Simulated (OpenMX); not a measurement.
**CdSe under changes of volume**

One of the cells (28.942 Å³/atom); the others are scaled copies at fixed shape and fractional positions:

```
CELL_PARAMETERS angstrom
0.00000 3.07027 3.07027
3.07027 0.00000 3.07027
3.07027 3.07027 0.00000
ATOMIC_POSITIONS crystal
Cd 0.00000 0.00000 0.00000
Se 0.25000 0.25000 0.25000
```

Measurements of this composition are mostly on another form, of space group No. 186.

```yaml
Program: OpenMX 3.8.5
Functional: PBE
Potentials_or_basis: OpenMX 2013 PBE set, Cd7.0-s3p2d2f1, Se7.0-s3p2d2f1, fixed grid of 48 × 48 × 48 points
k_mesh: 9 × 9 × 9
Occupations: fermi-dirac, width 0.05 eV
Spin: no spin polarisation
```

```csv
volume (Å³/atom),energy over the lowest point (meV/atom),gap on the mesh (eV)
27.206,35.21,0.79
27.784,19.90,0.75
28.363,9.14,0.70
28.942,?,?
29.521,0.00,0.60
30.100,0.40,0.55
30.679,3.81,0.51
```

Q: What does the run at 28.942 Å³/atom give?

A: Energy over the lowest point 2.75 meV/atom; gap on the mesh 0.65 eV.

Worked out: A Birch-Murnaghan fit of order 3 (a polynomial in V^(-2/3)) to the other rows has its minimum at 29.72 Å³/atom with B0 = V·E''(V) = 44 GPa and B' = 5.4. It gives 2.73 meV/atom at 28.942 Å³/atom, against the run's 2.75. A straight line through the other rows of the gap, of slope -2.39 eV per unit of ln V (its deformation potential), gives 0.65 eV, against the run's 0.65.

Energies are extrapolated to zero smearing.

Caveats: the basis of atomic orbitals isn't converged, which shifts pressures, moduli and gaps.

Spin-orbit coupling on Cd, Se is left out.
